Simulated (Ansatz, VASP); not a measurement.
**TaN in VASP and in Ansatz**

Contents of INCAR:

```
SYSTEM = TaN
PREC = Accurate
ENCUT = 520
EDIFF = 1E-8
ISMEAR = -1
SIGMA = 0.02
LREAL = .FALSE.
LASPH = .TRUE.
NELM = 100
ALGO = Normal
ISIF = 2
LWAVE = .FALSE.
LCHARG = .FALSE.
GGA = PS
LEFG = .TRUE.
NBANDS = 15
```

Contents of KPOINTS:

```
regular mesh
0
G
  12 12 10
  0 0 0
```

POSCAR

```
TaN
1.0
    2.8982913036      0.0000000000      0.0000000000
   -1.4491456518      2.5099938965      0.0000000000
    0.0000000000      0.0000000000      2.8440357641
Ta N
1 1
Direct
    0.3333333333      0.6666666667      0.5000000000
    0.0000000000      0.0000000000      0.0000000000
```

Input for Ansatz:

```yaml
crystal:
  lattice:
    - [2.8982913036, 0.0, 0.0]
    - [-1.4491456518, 2.5099938965, 0.0]
    - [0.0, 0.0, 2.8440357641]
  atoms:
    - { symbol: Ta, position: [0.3333333333, 0.6666666667, 0.5] }
    - { symbol: "N", position: [0.0, 0.0, 0.0] }
kpoints:
  mp_grid: { grid: [12, 12, 10] }
scf:
  occupations: { method: fermi_dirac, width: 0.02 }
hamiltonian:
  xc: pbesol
  pseudopotentials: { kind: all_electron, datasets: crystal }
output:
  forces: true
  stress: true
  eigenvalues: true
  efg: { contact_densities: true }
```

Change from the starting cell: volume scaled by 0.96, crystal datasets.

Alike in both runs: task electric field gradients; functional PBEsol; k mesh 12 × 12 × 10; occupations fermi-dirac, width 0.02 eV; no spin polarisation.

|  | VASP | Ansatz |
| --- | --- | --- |
| version | VASP 6.6.1 | Ansatz 0.2.0 |
| potentials or method | VASP PAW PBE potentials, release 64 (Ta_pv, N) | all-electron PAW with datasets made for the crystal, scalar-relativistic |
| plane-wave cutoff (eV) | 520 | see its input |

Ansatz gave:

| Quantity | Value |
| --- | --- |
| pressure (GPa) | 10.4 |
| largest component of the traceless stress (GPa) | 0.98 |
| Vzz of the field gradient on the site that differs most (V/Å²) | 53.2 |

Question: What did VASP give for the same quantities?

Answer: Pressure (GPa): 11.4; largest component of the traceless stress (GPa): 1.16; Vzz of the field gradient on the site that differs most (V/Å²): 13.7.

Ansatz ran all-electron here, so the differences hold the error of VASP's frozen core and of both bases. Ansatz warned: «gradients_without_spin_orbit».

Caveats: the PAW data sets were made with another functional, which shifts forces and pressure a little (VASP). Spin-orbit coupling is left out, which matters for the levels of Ta.
